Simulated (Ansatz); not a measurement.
FeGe:

```
Ge Fe
1.0
     4.99760    0.00000    0.00000
    -2.49880    4.32805    0.00000
     0.00000    0.00000    4.11576
Ge Fe
3 3
Direct
  0.66667 0.33333 0.50000
  0.33333 0.66667 0.50000
  0.00000 0.00000 0.00000
  0.00000 0.50000 0.00000
  0.50000 0.50000 0.00000
  0.50000 0.00000 0.00000
```

The cell is a database's computed one.

Base run:

* Program: Ansatz 0.2.0
* Functional: PBE
* Potentials or basis: Ansatz PAW
* Cutoff: 420 eV (not typed: the program's choice for these potentials)
* k mesh: 6 × 6 × 7
* Occupations: fermi-dirac, width 0.05 eV
* Spin: collinear spin, ferrimagnetic start
* Starting moments: [0.0, 0.0, 0.0, 3.0, -1.5, 3.0] μB

Its results: band gap on the k mesh none (metal or under the smearing width); pressure -4.0 GPa.

The run is repeated on the same cell with these changes: spin from collinear spin, ferrimagnetic start to no spin polarisation. What comes out?

Band gap on the k mesh none (metal or under the smearing width); pressure -6.9 GPa.

Caveats: the starting moments weren't kept (some runs).
